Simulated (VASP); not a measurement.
Input of a VASP 6.6.1 run:

The input INCAR:

```
PREC     = Accurate       # precision mode
ENCUT    = 500            # plane-wave cutoff, eV
EDIFF    = 1E-6           # SCF threshold, eV
ISMEAR   = 0              # smearing method
SIGMA    = 0.1            # smearing width, eV
LREAL    = F              # projectors in reciprocal space
LASPH    = T              # aspherical terms in the spheres
NELM     = 60             # most SCF steps
ALGO     = Normal         # electronic algorithm
ISIF     = 2              # what is computed and relaxed
LWAVE    = F              # write WAVECAR
LCHARG   = F              # write CHGCAR
GGA      = PE             # functional
```

File KPOINTS:

```
regular mesh
0
Gamma
  10 10 10
```

POSCAR

```
Sn
3.2816
   -0.577356112628      0.577356112628      0.577356112628
    0.577356112628     -0.577356112628      0.577356112628
    0.577356112628      0.577356112628     -0.577356112628
Sn
1
Direct
    0.0000000000      0.0000000000      0.0000000000
```

Potentials or basis: VASP PAW PBE potentials, release 64 (Sn).

Launch:

```console
$ cat potpaw_PBE.64/Sn/POTCAR > POTCAR
$ mpirun -np 1 vasp_std > vasp.out
```

(1) Predict the pressure.

(2) Predict the band gap on the k mesh.

Answers

(1) 0.5 GPa.

(2) none (metal or under the smearing width).
